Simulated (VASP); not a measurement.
Runs of VASP 6.6.1 on Te. Symmetry: R-3m, No. 166, trigonal system. Conventional cell: a = 4.612 Å, b = 4.612 Å, c = 5.073 Å, α = 90.00°, β = 90.00°, γ = 120.00°. Te (site symmetry -3m) is surrounded by 6 Te at 3.15 Å. This isn't the form of Te at room conditions, which is trigonal, of chains.

```tsv
level	spin	k mesh	further INCAR settings	pressure (GPa)
r2SCAN	SOC, no magnetisation	7 × 7 × 7	ALGO = Normal; EDIFF = 1e-06	2.0
SCAN	SOC, no magnetisation	7 × 7 × 7	ALGO = Normal; EDIFF = 1e-07	0.2
SCAN	off	9 × 9 × 9	ALGO = Normal; EDIFF = 1e-07	0.2
r2SCAN	off	9 × 9 × 9	ALGO = Normal; EDIFF = 1e-07	(a)
rSCAN	off	9 × 9 × 9	ALGO = Normal; EDIFF = 1e-06	2.4
```

Alike in all rows: task band structure; potentials or basis VASP PAW PBE potentials, release 64 (Te); cell as given; cutoff (eV) 520; smearing fermi-dirac 0.05 eV.

Task: Fill in the values left out.

Result: (a) 2.1.

Caveats: the PAW data sets were made with another functional, which shifts forces and pressure a little.

Runs at the PBE level aren't shown here.
